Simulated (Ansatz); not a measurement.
A (001) slab of CuO (Cccm (No. 66)), 11 planes, outer planes O (top) and O (bottom), with 11 atoms (Cu5O6) in a surface cell of A = 8.695 Å², as cut from the bulk:

```xyz
11
Lattice="2.9487 0.0000 0.0000 -0.0082 2.9487 0.0000 0.0000 0.0000 27.8782" Properties=species:S:1:pos:R:3 pbc="T T T"
O     1.4703    1.4743    7.5000
Cu    1.4744    0.0000    8.7878
O     1.4703    1.4743   10.0756
Cu   -0.0041    1.4743   11.3634
O     1.4703    1.4743   12.6513
Cu    1.4744    0.0000   13.9391
O     1.4703    1.4743   15.2269
Cu   -0.0041    1.4743   16.5147
O     1.4703    1.4743   17.8025
Cu    1.4744    0.0000   19.0903
O     1.4703    1.4743   20.3782
```

The calculation used DFT PBE, scalar-relativistic, plane waves, PAW (Ansatz). Plane waves to 420 eV, a k mesh through Γ of 12×12×1 on the computed 11-atom cell and Gaussian smearing (0.10 eV); no spin polarisation. The cell repeats along c with a dipole correction in the vacuum.

The relaxed slab holds 5 formula units of CuO and 1 further O. Against those formula units in the bulk and the further O in its standard state it lies 1.656 eV higher. The formation energy of CuO from the standard states is -1.140 eV a formula unit (uncorrected, no zero-point or thermal terms).

Q: Over what range can the chemical potential of O vary, and what is the surface energy at both ends?

A: In contact with the bulk, μ(O) + μ(Cu) is fixed. With Δμ counted from the standard states, Δμ(O) ≤ 0 keeps elemental O from forming, and Δμ(Cu) ≤ 0 requires Δμ(O) ≥ ΔH = -1.140 eV. Other compounds of O and Cu can narrow this range. Then γ, the mean of both faces, = [1.656 eV − 1.00·Δμ(O)]/(2A). At the O-rich end (Δμ = 0): 1.656/(2 × 8.695) × 16.02 = 1.53 J/m². At the O-poor end: (1.656 + 1.140)/(2 × 8.695) × 16.02 = 2.58 J/m².

Q: How does its energy depend on growth conditions?

A: It carries an excess of O, so its energy falls by 0.92 J/m² for each eV that μ(O) rises: O-rich conditions lower it; whether it appears depends on the other terminations.

Spin polarisation was left out, and a magnetic state may lie lower.

The reference crystal is a form of CuO, which isn't its usual structure.

The surface energy stays positive from 1.53 J/m² at the O-rich end to 2.58 J/m² at the O-poor end, so this termination costs energy throughout the range. The slope follows from stoichiometry alone, whereas the size of the cost reflects the bonding. Each outer O keeps only two of its four Cu neighbours, and in a formal Cu(II)/O(−II) count the extra O leaves the slab two electrons short. The resulting holes probably sit in mixed O 2p–Cu 3d states. Losing half of the outer O on each face would restore the electron count, which suggests a route to a lower energy under reducing conditions.

The formation energy is weaker than that known for ordinary CuO, probably in part because PBE overbinds the O₂ molecule. Such an error would raise the O-rich surface energy but cancel at the O-poor end, where the O reservoir is set by CuO and metallic Cu.
